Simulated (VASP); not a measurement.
Ga2O3:

```
CELL_PARAMETERS angstrom
2.87694 0.00000 4.47767
-1.43847 2.49150 4.47767
-1.43847 -2.49150 4.47767
ATOMIC_POSITIONS crystal
Ga 0.35540 0.35540 0.35540
Ga 0.14460 0.14460 0.14460
Ga 0.64460 0.64460 0.64460
Ga 0.85540 0.85540 0.85540
O 0.55490 0.94510 0.25000
O 0.94510 0.25000 0.55490
O 0.25000 0.55490 0.94510
O 0.44510 0.05490 0.75000
O 0.05490 0.75000 0.44510
O 0.75000 0.44510 0.05490
```

The cell was built by a generator and needn't be a form met in nature.

```yaml
Program: VASP 6.6.1
Task: relaxation of cell and atoms
Functional: LDA
Potentials_or_basis: VASP PAW LDA potentials, release 64 (Ga_d, O)
Cutoff: 600 eV
k_mesh: 4 × 4 × 4
Occupations: fermi-dirac, width 0.05 eV
Spin: no spin polarisation
```

At the start: pressure -3.7 GPa; volume 9.63 Å³/atom.

**Question.** How do energy, volume and symmetry change on relaxing?

**Answer.** Over 7 steps the energy falls by 2.5 meV/atom and the volume is 9.47 Å³/atom (-1.6 %); space group R-3c (No. 167, to 0.05 Å).

The path:
```tsv
step	energy change (eV)	largest force (eV/Å)	pressure (GPa)	volume (Å³)
1	0.0000	0.1988	-3.66	96.29
2	-0.0061	0.0540	3.96	93.25
3	-0.0226	0.1061	0.32	94.63
4	-0.0248	0.0438	0.02	94.73
5	-0.0249	0.0496	-0.02	94.75
6	-0.0252	0.0228	0.00	94.74
7	-0.0253	0.0042	0.01	94.74
```

Final structure:
```cif
data_structure
_symmetry_space_group_name_H-M 'P 1'
_symmetry_Int_Tables_number 1
_cell_length_a 5.2877
_cell_length_b 5.2877
_cell_length_c 5.2877
_cell_angle_alpha 55.953
_cell_angle_beta 55.953
_cell_angle_gamma 55.953
_cell_volume 94.74
loop_
_atom_site_label
_atom_site_type_symbol
_atom_site_fract_x
_atom_site_fract_y
_atom_site_fract_z
_atom_site_occupancy
Ga1 Ga 0.35571 0.35571 0.35571 1
Ga2 Ga 0.14429 0.14429 0.14429 1
Ga3 Ga 0.64429 0.64429 0.64429 1
Ga4 Ga 0.85571 0.85571 0.85571 1
O1 O 0.55248 0.94752 0.25000 1
O2 O 0.94752 0.25000 0.55248 1
O3 O 0.25000 0.55248 0.94752 1
O4 O 0.44752 0.05248 0.75000 1
O5 O 0.05248 0.75000 0.44752 1
O6 O 0.75000 0.44752 0.05248 1
```
